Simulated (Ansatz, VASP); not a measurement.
**AgCl: VASP beside Ansatz**

One calculation is typed for both programs; each brings its own data sets and cutoff. How far apart do they land? The cell is taken from a series of VASP runs on this material, whose earlier steps may have relaxed, scaled or displaced it; both programs get it as it stands.

Main program and level: Ansatz 0.2.0; plane waves, with VASP 6.6.1 beside it; single point at LDA and band structure at LDA.

**1. The structure**

It takes space group Fm-3m (No. 225, cubic). The conventional cell has a = 5.350 Å, b = 5.350 Å, c = 5.350 Å, α = 90.00°, β = 90.00°, γ = 90.00°. Nearest to Ag lie 6 Cl at 2.67 Å. Nearest to Cl lie 6 Ag at 2.67 Å. Farther neighbours and most contacts between anions are not listed.

**2. Ansatz: single point, LDA**

Ansatz runs on its default PAW (the set named soft_2) files.

With cell and atoms fixed, the geometry can't cause a difference; cores, projectors, grids and the points listed under the comparison can.

input.yaml

```yaml
crystal:
  lattice:
    - [0.0, 2.6748223195, 2.6748223195]
    - [2.6748223195, 0.0, 2.6748223195]
    - [2.6748223195, 2.6748223195, 0.0]
  atoms:
    - { symbol: Ag, position: [0.0, 0.0, 0.0] }
    - { symbol: Cl, position: [0.5, 0.5, 0.5] }
hamiltonian:
  xc: lda
  pseudopotentials: { kind: paw }
kpoints:
  mp_grid: { grid: [7, 7, 7] }
scf:
  occupations: { method: gaussian, width: 0.05 }
  n_extra_bands: 4
output:
  forces: true
  stress: true
  eigenvalues: true
  write_density: true
  write_potential: true
  elf: true
  volumetric_format: npy
```

Launch:

```
$ ansatz run input.yaml --threads 2 --pin off --max-ram 4608MiB --backend cpu --events-out ev --progress --plain --runs-dir out
```

Numbers of over 12 decimals in the logs are rounded to 6 here.

The program printed:

```text
scf.n_extra_bands = 4 over 13 filled bands (N_el = 26.0): the run solves 17 bands
Engine: ansatz 0.2.0, aarch64-unknown-linux-gnu
Pseudopotentials: kind: paw
Pseudopotential: Ag, paw, valence charge 19, recommended cutoff 420 eV (normal), Ag.paw.azcp
Pseudopotential: Cl, paw, valence charge 7, recommended cutoff 420 eV (normal), Cl.paw.azcp
Functional definition: SPW92
  exchange = slater_x
  correlation = pw_c
Crystal: 2 atoms, lattice volume = 38.275 Å³
Basis set: ecut = 420 eV, 725 PW (Γ)
Bands: 17, of which v1, the nominal top of the filled ones, is band 13 counted from 1 (12 counted from 0)
Symmetry: 48 space group operations
Space group: Fm-3m (ITA 225), of the structure as read, at distance tolerance 3.4e-5 Å
k-points: 20 of 343
Non-local potential: Ag, projectors of the file, l = 0: 3, l = 1: 2, l = 2: 2, l = 3: 1
Non-local potential: Cl, projectors of the file, l = 0: 2, l = 1: 2, l = 2: 2
PAW form: soft (Blöchl's): semilocal exchange-correlation on the pseudo side does not see the compensation charge
PAW frozen core: Ag, regenerated for the run's functional, and the local potential with it (the file was generated under x = pbe(κ = 0.804, μ = 0.219515), c = pbe(β = 0.066725))
PAW frozen core: Cl, regenerated for the run's functional, and the local potential with it (the file was generated under x = pbe(κ = 0.804, μ = 0.219515), c = pbe(β = 0.066725))
PAW one-centre angular grid: Ag, 590 points (default); XC on 64 Gauss nodes
PAW one-centre angular grid: Cl, 110 points (default); XC on 64 Gauss nodes
Initial density: superposition of atomic densities (neutral atoms: chi_scale 0, normalization atom), corrected by the library's trained network
Initial wavefunctions: pseudopotential atomic-orbital guess
Functional: x = slater, c = lda
SCF iter   1: F=—  HF=-8502.944343 eV  |F-HF|=—  |Δ(HF+E_count)|=         —  Δρ=1.24e-2  dr2=5.17e-2  ethr=1.77e-3  ⟨swp⟩=5.8  Hψ=1634  notcnv=0
preconditioner: auto → none  [insulator: Δε(μ)=0.579 eV  Ē_g=11.176 eV  σ=0.050 eV  W_gap=1.00  n_scr=14 (ndim 8)  ℏωp=25.5 eV  f_vac=0.016  D(μ)=0.00/eV (n_scr^D=0)  ε∞_Penn≈6.2]
SCF iter   2: F=—  HF=-8502.929453 eV  |F-HF|=—  |Δ(HF+E_count)|=   1.49e-2  Δρ=5.06e-3  dr2=5.19e-3  ethr=1.99e-4  ⟨swp⟩=2.2  Hψ=743  notcnv=0
SCF iter   3: F=—  HF=-8502.927887 eV  |F-HF|=—  |Δ(HF+E_count)|=   1.57e-3  Δρ=2.14e-3  dr2=8.78e-4  ethr=2.00e-5  ⟨swp⟩=2.2  Hψ=603  notcnv=0
SCF iter   4: F=—  HF=-8502.927667 eV  |F-HF|=—  |Δ(HF+E_count)|=   2.20e-4  Δρ=8.01e-4  dr2=1.35e-4  ethr=3.38e-6  ⟨swp⟩=2.1  Hψ=459  notcnv=0
SCF iter   5: F=—  HF=-8502.927621 eV  |F-HF|=—  |Δ(HF+E_count)|=   4.62e-5  Δρ=1.01e-4  dr2=1.91e-6  ethr=5.21e-7  ⟨swp⟩=1.8  Hψ=435  notcnv=0
SCF iter   6: F=—  HF=-8502.927600 eV  |F-HF|=—  |Δ(HF+E_count)|=   2.06e-5  Δρ=9.41e-6  dr2=2.52e-8  ethr=3.85e-10  ⟨swp⟩=6.2  Hψ=2187  notcnv=0
SCF iter   7: F=-8502.927600 eV  HF=-8502.927600 eV  |F-HF|=7.28e-12  |Δ(HF+E_count)|=   6.85e-9  Δρ=8.15e-7  dr2=9.76e-11  ethr=9.67e-11  ⟨swp⟩=5.3  Hψ=1859  notcnv=0
SCF 1 converged in 7 iterations: F = -8502.927600 eV  dr2 = 9.76e-11
  greatest PAW one-centre occupation: 1.002 electrons in one spin orbital (limit 2), on the Ag atom at site 0 (counted from 0), in its partial waves of l = 0
SCF converged after 7 iterations
Free energy (F): -8502.927600 eV
Harris-Foulkes:  -8502.927600 eV  (|F-HF|=7.28e-12)
Internal energy: -8502.927600 eV  (E = F + TS)
E sigma→0 (E₀):  -8502.927600 eV
Fermi energy:    10.014858 eV
--- Per-component energies (eV) ---
  E_band       = -328.234917
  E_kinetic    = 690.421096
  E_local      = -3047.000398  (includes V_loc(G=0)·N_el)
  E_nonlocal   = 120.645650
  E_hartree    = 1339.137498
  E_xc         = -288.260818
  E_vxc        = -354.319591  (∫ρ·V_xc dr)
  E_paw        = -4398.744736  (= ΣΔE_a)
  E_vpaw       = -416.257196  (= ΣTr[D̂ρ^β])
  E_aug_tail   = 0.000368  (compensation charges beyond the density's cutoff)
  E_ewald      = -2920.041558
  E_core_change = 0.915299  (= ΣΔE_core)
  E_smearing   = -0.000000  (= −TS)
  E_closure    = -0.000000  (closes the sum)
  Σ components = -8502.927600   (vs F -8502.927600, Δ=0.00e0)
--- Forces (eV/Å), atoms counted from 1 ---
  atom   1  Ag    -0.00000000     0.00000000     0.00000000
  atom   2  Cl     0.00000000    -0.00000000     0.00000000
  max |Σ_I F_I| component: 9.40e-30 eV/Å
--- Stress (GPa, compression-positive) ---
        0.182343      -0.000000       0.000000
        0.000000       0.182343      -0.000000
       -0.000000       0.000000       0.182343
  P = ⅓ Tr σ = 0.1823 GPa (1.823 kbar)
--- Band table (eV; the first three rows and the last of 20) ---
  k-point 0: bands = [... 9 lower, 6.7740, 6.9788, 6.9788, 6.9788, 10.3717, 20.2485, 20.2485, 20.2485]
  k-point 1: bands = [... 9 lower, 6.8193, 7.1329, 7.9669, 7.9669, 11.3778, 18.6060, 19.8163, 19.8163]
  k-point 2: bands = [... 9 lower, 7.0233, 7.3492, 8.9816, 8.9816, 12.9011, 16.9536, 18.1987, 18.1987]
  k-point 19: bands = [... 9 lower, 7.2851, 7.4893, 7.6492, 8.4154, 13.7862, 16.6578, 17.5016, 18.3086]
```

Elapsed: 1.5 s, on 2 threads of Arm Neoverse N1, shared host; peak memory 0.26 GiB; 2.4 s of CPU time.

The run ends at a pressure of 0.18 GPa.

**3. VASP: single point, LDA**

The same cell, functional (in two slightly different forms), mesh and smearing now go to VASP, with its own data sets and cutoff.

Lines of VASP's logs that name or quote its potential files are left out, and so is its time.

INCAR

```
SYSTEM = AgCl
PREC = Accurate
ENCUT = 400
EDIFF = 1E-06
NELM = 100
ISMEAR = 0
SIGMA = 0.05
LREAL = .FALSE.
ALGO = Normal
GGA = CA
NBANDS = 15
LASPH = .TRUE.
LORBIT = 11
LWAVE = .FALSE.
LCHARG = .TRUE.
ISIF = 2
LELF = .TRUE.
LVHAR = .TRUE.
```

POSCAR

```
AgCl
1.0
    0.0000000000      2.6748223195      2.6748223195
    2.6748223195      0.0000000000      2.6748223195
    2.6748223195      2.6748223195      0.0000000000
Ag Cl
1 1
Direct
    0.0000000000      0.0000000000      0.0000000000
    0.5000000000      0.5000000000      0.5000000000
```

KPOINTS

```
Automatic mesh
0
Gamma
7 7 7
0 0 0
```

PAW data sets: Ag and Cl (LDA family, release 64).

Launch:

```
$ mpirun -np 2 vasp_std
```

The program printed:

```text
[banner, memory and clock lines left out]
running    2 mpi-ranks, on    1 nodes
 distrk:  each k-point on    2 cores,    1 groups
 distr:  one band on    1 cores,    2 groups

 POSCAR found type information on POSCAR AgCl
 POSCAR found :  2 types and       2 ions
 LDA part: xc-table for (Slater(with rela. corr.)+CA(PZ))
 , standard interpolation
|                                                                             |
|           W    W    AA    RRRRR   N    N  II  N    N   GGGG   !!!           |
|           W    W   A  A   R    R  NN   N  II  NN   N  G    G  !!!           |
|           W    W  A    A  R    R  N N  N  II  N N  N  G       !!!           |
|           W WW W  AAAAAA  RRRRR   N  N N  II  N  N N  G  GGG   !            |
|           WW  WW  A    A  R   R   N   NN  II  N   NN  G    G                |
|           W    W  A    A  R    R  N    N  II  N    N   GGGG   !!!           |
|                                                                             |
|     The number of bands has been changed from the values supplied in        |
|     The orbitals not found in the WAVECAR file will be initialized with     |
|     random numbers, which is usually adequate. For correlated               |
|     calculations, however, you should redo the groundstate calculation.     |
|     I found NBANDS = 15. Now, NBANDS = 16.                                  |
|                                                                             |

 POSCAR, INCAR and KPOINTS ok, starting setup
 FFT: planning ... GRIDC
 FFT: planning ... GRID_SOFT
 FFT: planning ... GRID
 WAVECAR not read
 entering main loop
       N       E                     dE             d eps       ncg     rms          rms(c)
DAV:   1     0.828714135168E+02    0.82871E+02   -0.75642E+03   672   0.831E+02
DAV:   2    -0.437456064356E+01   -0.87246E+02   -0.81914E+02   800   0.204E+02
DAV:   3    -0.693097387605E+01   -0.25564E+01   -0.25524E+01   760   0.365E+01
DAV:   4    -0.694794457715E+01   -0.16971E-01   -0.16970E-01   840   0.320E+00
DAV:   5    -0.694816137684E+01   -0.21680E-03   -0.21680E-03   784   0.336E-01    0.858E+00
DAV:   6    -0.680164213979E+01    0.14652E+00   -0.23760E-01   800   0.674E+00    0.558E+00
DAV:   7    -0.679476920280E+01    0.68729E-02   -0.63801E-02   792   0.169E+00    0.216E+00
DAV:   8    -0.679249767708E+01    0.22715E-02   -0.31956E-03   752   0.524E-01    0.267E-01
DAV:   9    -0.679241224964E+01    0.85427E-04   -0.33647E-04   856   0.208E-01    0.313E-02
DAV:  10    -0.679241646765E+01   -0.42180E-05   -0.11027E-05   808   0.338E-02    0.119E-02
DAV:  11    -0.679241705132E+01   -0.58367E-06   -0.94071E-07   584   0.915E-03
   1 F= -.67924171E+01 E0= -.67924171E+01  d E =-.218980E-12
```

From OUTCAR (step 3):

```text
ion  position               nearest neighbor table
   1  0.000  0.000  0.000-   2 2.67   2 2.67   2 2.67   2 2.67   2 2.67   2 2.67
   2  0.500  0.500  0.500-   1 2.67   1 2.67   1 2.67   1 2.67   1 2.67   1 2.67

  LATTYP: Found a face centered cubic cell.
 ALAT       =     5.3496446390

 Subroutine GETGRP returns: Found 48 space group operations
 (whereof 48 operations were pure point group operations)

The static configuration has the point symmetry O_h .

 Found     20 irreducible k-points:

   k-points           NKPTS =     20   k-points in BZ     NKDIM =     20   number of bands    NBANDS=     16

   dimension x,y,z NGX =    28 NGY =   28 NGZ =   28
   dimension x,y,z NGXF=    56 NGYF=   56 NGZF=   56

   ENCUT  =  400.0 eV  29.40 Ry    5.42 a.u.   6.17  6.17  6.17*2*pi/ulx,y,z

   NELECT =      18.0000    total number of electrons

 k-points in reciprocal lattice and weights: Automatic mesh
   0.00000000  0.00000000  0.00000000       0.003
   0.14285714  0.00000000  0.00000000       0.023
   0.28571429  0.00000000  0.00000000       0.023
   0.42857143  0.00000000  0.00000000       0.023
   0.14285714  0.14285714  0.00000000       0.017
   0.28571429  0.14285714  0.00000000       0.070
   0.42857143  0.14285714  0.00000000       0.070
  -0.42857143  0.14285714  0.00000000       0.070
  -0.28571429  0.14285714  0.00000000       0.070
[...]
-0.42857143  0.42857143  0.14285714       0.070
  -0.28571429  0.42857143  0.14285714       0.070

 average (electrostatic) potential at core
       1 -72.5314       2 -94.5983

 E-fermi :   5.1957

 k-point     1 :       0.0000    0.0000    0.0000
  band No.  band energies     occupation
    ...
      5       2.0789      2.00000
      6       2.0789      2.00000
      7       2.2863      2.00000
      8       2.2863      2.00000
      9       2.2863      2.00000
     10       5.7086      0.00000
     11      15.7623      0.00000
     12      15.7623      0.00000
     13      15.7623      0.00000
     14      16.9121      0.00000
    ...

 k-point     2 :       0.1429    0.0000    0.0000
  band No.  band energies     occupation
    ...
      5       2.1237      2.00000
      6       2.1237      2.00000
      7       2.4403      2.00000
      8       3.2747      2.00000
      9       3.2747      2.00000
     10       6.7102      0.00000
     11      14.0066      0.00000
     12      15.2797      0.00000
     13      15.2797      0.00000
     14      17.0863      0.00000
    ...

 k-point     3 :       0.2857    0.0000    0.0000
  band No.  band energies     occupation
    ...
      5       2.3279      2.00000
      6       2.3279      2.00000
      7       2.6566      2.00000
      8       4.2909      2.00000
      9       4.2909      2.00000
     10       8.2291      0.00000
     11      12.3127      0.00000
     12      13.6114      0.00000
     13      13.6114      0.00000
     14      17.4919      0.00000
    ...

  Total        0.0053208      0.0053208      0.0053208      0.0000000     -0.0000000      0.0000000
  in kB        0.2227270      0.2227270      0.2227270      0.0000000     -0.0000000      0.0000000
  external PRESSURE =       0.2227270 kB  Pullay stress =       0.0000000 kB

  energy-cutoff  :      400.00
  volume of cell :       38.27
      direct lattice vectors                 reciprocal lattice vectors
     0.000000000  2.674822320  2.674822320    -0.186928304  0.186928304  0.186928304
     2.674822320  0.000000000  2.674822320     0.186928304 -0.186928304  0.186928304
     2.674822320  2.674822320  0.000000000     0.186928304  0.186928304 -0.186928304

 POSITION                                       TOTAL-FORCE (eV/Angst)
 -----------------------------------------------------------------------------------
      0.00000      0.00000      0.00000         0.000000     -0.000000      0.000000
      2.67482      2.67482      2.67482        -0.000000      0.000000     -0.000000
 -----------------------------------------------------------------------------------
    total drift:                                0.000000      0.000000      0.000000

  FREE ENERGIE OF THE ION-ELECTRON SYSTEM (eV)
  ---------------------------------------------------
  free  energy   TOTEN  =        -6.7924170513 eV

  energy  without entropy=       -6.7924170513  energy(sigma->0) =       -6.79241705

 total charge
# of ion       s       p       d       tot
------------------------------------------
    1        0.242   0.188   9.352   9.783
    2        1.601   3.449   0.000   5.050
--------------------------------------------------
tot          1.843   3.637   9.352  14.833

[... 3 further parts left out ...]
```

The run ends at a pressure of 0.02 GPa.

**4. Comparison**

Known differences besides the potentials themselves: the two LDA forms differ slightly; the data sets hold 26 valence electrons in Ansatz (default PAW (the set named soft_2) files) and 18 in VASP; the cutoff is 420 eV in Ansatz and 400 eV in VASP; VASP's log shows a relativistic correction to its local exchange, Ansatz's none. Total energies have different zeros and are not compared.

The two programs side by side:

```tsv
quantity	Ansatz	VASP	difference
pressure (GPa)	0.18	0.02	+0.16
gap on the k mesh (eV)	0.723	0.750	-0.027
```

A gap on the mesh is an upper bound, since the band edges may lie between its points.

[end of part 1 of 2]

[Lines on the potential files, build, host, timing and source positions are cut from VASP's logs without a mark.]

[Logs are printed without paths, hosts, clocks, repeated set-up lines and the standing remarks that a program may print on its own settings, such as how far it seeks lower states.]

[Hosts, paths, dates, database ids (printed as entryN), source tags and the programs' standing remarks are cut or masked in the printed files.]
